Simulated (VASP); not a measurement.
Method: PBE GGA, VASP's PBE PAW potentials (set 64) (plane waves; VASP).

VASP ran on this input.

File POSCAR:
```
CoPt
1
    2.6619064440    -0.0000000000    -0.0000000000
    0.0000000000     2.6619064440     0.0000000000
   -0.0000000000     0.0000000000     3.6524881123
Co Pt
1 1
Direct
  0.0000000000   0.0000000000   0.0000000000
  0.5000000000   0.5000000000   0.5000000000
```

INCAR:
```
# general
SYSTEM  = CoPt
PREC    = Accurate
ENCUT   = 480
LREAL   = .False.
LASPH   = .True.

# electronic loop
EDIFF   = 1E-7
NELM    = 100
ALGO    = Normal
LMAXMIX = 6

# smearing
ISMEAR  = 1
SIGMA   = 0.1

# functional
GGA     = PE

# spin
ISPIN   = 2
MAGMOM  = 1.9 0.4

# ions
IBRION  = 2
NSW     = 40
ISIF    = 3
EDIFFG  = -0.01
PSTRESS = 100

# output
LWAVE   = .False.
LCHARG  = .False.
LORBIT  = 10
```

File KPOINTS:
```
Automatic mesh
0
Gamma
12 12 10
0 0 0
```

POTCAR, in this order: Co Pt (PBE.64 set). Program: vasp_std.

Output

File OUTCAR:
```
 ion  position               nearest neighbor table
   1  0.000  0.000  0.000-   2 2.62   2 2.62   2 2.62   2 2.62   2 2.62   2 2.62   2 2.62   2 2.62
  LATTYP: Found a simple tetragonal cell.
 ALAT       =     2.6619064440
 C/A-ratio  =     1.3721324130
 Subroutine PRICEL returns:
 Original cell was already a primitive cell.
 Subroutine GETGRP returns: Found 16 space group operations
The static configuration has the point symmetry D_4h.
The dynamic configuration has the point symmetry D_4h.
The overall configuration has the point symmetry D_4h.
 Subroutine INISYM returns: Found 16 space group operations
 Subroutine IBZKPT returns following result:
 Found    168 irreducible k-points:

 Following reciprocal coordinates:
            Coordinates               Weight
  0.000000  0.000000  0.000000      1.000000
  0.083333  0.000000  0.000000      4.000000
  0.166667  0.000000  0.000000      4.000000
  0.250000  0.000000  0.000000      4.000000
  0.333333  0.000000  0.000000      4.000000
  0.416667  0.000000  0.000000      4.000000
  0.500000  0.000000  0.000000      2.000000
  0.083333  0.083333  0.000000      4.000000
  0.166667  0.083333  0.000000      8.000000
  0.250000  0.083333  0.000000      8.000000
  0.333333  0.083333  0.000000      8.000000
  0.416667  0.083333  0.000000      8.000000
  0.500000  0.083333  0.000000      4.000000
  0.166667  0.166667  0.000000      4.000000
  0.250000  0.166667  0.000000      8.000000
  0.333333  0.166667  0.000000      8.000000
  0.416667  0.166667  0.000000      8.000000
  0.500000  0.166667  0.000000      4.000000
  0.250000  0.250000  0.000000      4.000000
  0.333333  0.250000  0.000000      8.000000
  0.416667  0.250000  0.000000      8.000000
  0.500000  0.250000  0.000000      4.000000
  0.333333  0.333333  0.000000      4.000000
...
```

**OSZICAR**
```
       N       E                     dE             d eps       ncg     rms          rms(c)
DAV:   1     0.976404638737E+02    0.97640E+02   -0.84675E+03  9544   0.141E+03
DAV:   2    -0.108400992526E+02   -0.10848E+03   -0.10075E+03  9840   0.278E+02
DAV:   3    -0.146054761341E+02   -0.37654E+01   -0.36506E+01 11112   0.631E+01
DAV:   4    -0.146515206472E+02   -0.46045E-01   -0.46020E-01 11214   0.606E+00
DAV:   5    -0.146528453539E+02   -0.13247E-02   -0.13247E-02 11588   0.111E+00    0.176E+01
DAV:   6    -0.160176940082E+02   -0.13648E+01   -0.14371E+01  9768   0.914E+01    0.219E+01
DAV:   7    -0.134376641253E+02    0.25800E+01   -0.99774E+00 11722   0.895E+01    0.890E+00
DAV:   8    -0.133586148761E+02    0.79049E-01   -0.47301E-01 11080   0.108E+01    0.409E+00
DAV:   9    -0.132763356367E+02    0.82279E-01   -0.13281E-01 12720   0.889E+00    0.114E+00
DAV:  10    -0.132753158445E+02    0.10198E-02   -0.18248E-02 14096   0.189E+00    0.447E-01
DAV:  11    -0.132749449514E+02    0.37089E-03   -0.20984E-03 12922   0.112E+00    0.244E-01
DAV:  12    -0.132746709754E+02    0.27398E-03   -0.34609E-04 13190   0.467E-01    0.872E-02
DAV:  13    -0.132746725774E+02   -0.16020E-05   -0.34659E-05 12016   0.915E-02    0.378E-02
DAV:  14    -0.132746604982E+02    0.12079E-04   -0.13214E-05 13208   0.620E-02    0.196E-02
DAV:  15    -0.132746626871E+02   -0.21889E-05   -0.99635E-06 13764   0.344E-02    0.777E-03
DAV:  16    -0.132746625594E+02    0.12765E-06   -0.44927E-07  9458   0.126E-02    0.399E-03
DAV:  17    -0.132746624101E+02    0.14932E-06   -0.18204E-07  5590   0.627E-03    0.108E-03
DAV:  18    -0.132746624172E+02   -0.70374E-08   -0.29382E-08  5154   0.230E-03
   1 F= -.11659323E+02 E0= -.11659175E+02  d E =-.116593E+02  mag=     2.2253
```

**OUTCAR**
```
------------------------ aborting loop because EDIFF is reached ----------------------------------------
  FORCE on cell =-STRESS in cart. coord.  units (eV):
  Direction    XX          YY          ZZ          XY          YZ          ZX
  --------------------------------------------------------------------------------------
  Total        1.6175959      1.6175959      1.6192905      0.0000000      0.0000000      0.0000000
  in kB      100.1396898    100.1396898    100.2445970      0.0000000      0.0000000      0.0000000
  external PRESSURE =       0.1746588 kB  Pullay stress =     100.0000000 kB
  volume of cell :       25.88
      direct lattice vectors                 reciprocal lattice vectors
     2.661906444  0.000000000  0.000000000     0.375670603  0.000000000  0.000000000
     0.000000000  2.661906444  0.000000000     0.000000000  0.375670603  0.000000000
     0.000000000  0.000000000  3.652488112     0.000000000  0.000000000  0.273785970
 POSITION                                       TOTAL-FORCE (eV/Angst)
 -----------------------------------------------------------------------------------
      0.00000      0.00000      0.00000         0.000000      0.000000      0.000000
      1.33095      1.33095      1.82624         0.000000      0.000000      0.000000
 -----------------------------------------------------------------------------------
    total drift:                                0.000000      0.000000      0.000000
  FREE ENERGIE OF THE ION-ELECTRON SYSTEM (eV)
  ---------------------------------------------------
  free  energy   TOTEN  =       -13.2746624172 eV

  energy  without entropy=      -13.2742184813  energy(sigma->0) =      -13.27451444
  enthalpy is  TOTEN    =       -11.6593229511 eV   P V=        1.6153394660

 total charge

# of ion       s       p       d       tot
------------------------------------------
    1        0.424   0.470   7.234   8.128
    2        0.731   0.710   8.063   9.504
--------------------------------------------------
tot          1.156   1.179  15.297  17.633

 magnetization (x)

# of ion       s       p       d       tot
------------------------------------------
    1       -0.001  -0.012   1.860   1.847
    2       -0.014  -0.050   0.450   0.387
--------------------------------------------------
tot         -0.015  -0.062   2.310   2.233

 reached required accuracy - stopping structural energy minimisation
```
(Selected blocks of OUTCAR.)

### OUTCAR
```
 val. band max:       11.0928797657   @ k =   0.3333   0.1667   0.5000

 cond. band min:      11.0978172122   @ k =   0.4167   0.4167   0.3000


 Fermi energy:        11.0949197239

 spin component 1

 k-point     1 :       0.0000    0.0000    0.0000
  band No.  band energies     occupation
      1       1.1002      1.00000
      2       4.5071      1.00000
      3       4.5250      1.00000
      4       7.6222      1.00000
      5       7.6222      1.00000
      6       8.1271      1.00000
      7       9.1072      1.00000
      8       9.4660      1.00000
      9      10.6615      1.00000
     10      10.7534      1.00001
     11      10.7534      1.00001
     12      13.4432      0.00000
     13      21.4000      0.00000
     14      23.2853      0.00000

 k-point     2 :       0.0833    0.0000    0.0000
  band No.  band energies     occupation
      1       1.2921      1.00000
      2       4.5864      1.00000
      3       4.6856      1.00000
      4       7.5327      1.00000
      5       7.6761      1.00000
      6       8.1747      1.00000
      7       9.0608      1.00000
      8       9.4629      1.00000
      9      10.1765      1.00000
     10      10.4844      1.00000
     11      10.7051      1.00000
     12      14.2068      0.00000
     13      21.1830      0.00000
     14      22.4251      0.00000

 k-point     3 :       0.1667    0.0000    0.0000
  band No.  band energies     occupation
      1       1.8353      1.00000
      2       4.7926      1.00000
      3       5.1651      1.00000
      4       7.2688      1.00000
      5       7.8343      1.00000
      6       8.2823      1.00000
      7       8.9328      1.00000
      8       9.2507      1.00000
      9       9.4879      1.00000
     10      10.0388      1.00000
     11      10.5623      1.00000
     12      15.7101      0.00000
     13      19.7287      0.00000
     14      21.6986      0.00000

...
```

Unless said otherwise, spin-orbit coupling is left out, though it shifts the bands of the heavy elements here.

The compound is CoPt in the L1_0 structure. It was relaxed first under an external pressure of 10 GPa.
